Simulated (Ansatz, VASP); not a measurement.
**Pt: VASP beside Ansatz**

```
Pt
1.0
     0.00000    1.96090    1.96090
     1.96090    0.00000    1.96090
     1.96090    1.96090    0.00000
Pt
1
Direct
  0.00000 0.00000 0.00000
```

Alike in both runs: task relaxation of cell and atoms; functional PBEsol; k mesh 12 × 12 × 12; occupations fermi-dirac, width 0.05 eV; no spin polarisation.

|  | VASP | Ansatz |
| --- | --- | --- |
| version | VASP 6.6.1 | Ansatz 0.2.0 |
| potentials or method | VASP PAW PBE potentials, release 64 (Pt), cutoff 600 eV | all-electron LAPW, scalar-relativistic |

|  | VASP | Ansatz | Ansatz less VASP |
| --- | --- | --- | --- |
| relaxed volume (Å³/atom) | 15.03 | 15.05 | +0.015 |
| relaxed cell length with the largest relative difference (Å) | 2.770 | 2.771 | +0.0009 |

Ansatz ran all-electron here, so the differences hold the error of VASP's frozen core and of both bases.

Caveats: the PAW data sets were made with another functional, which shifts forces and pressure a little (VASP). Spin-orbit coupling is left out, which matters for the levels of Pt.
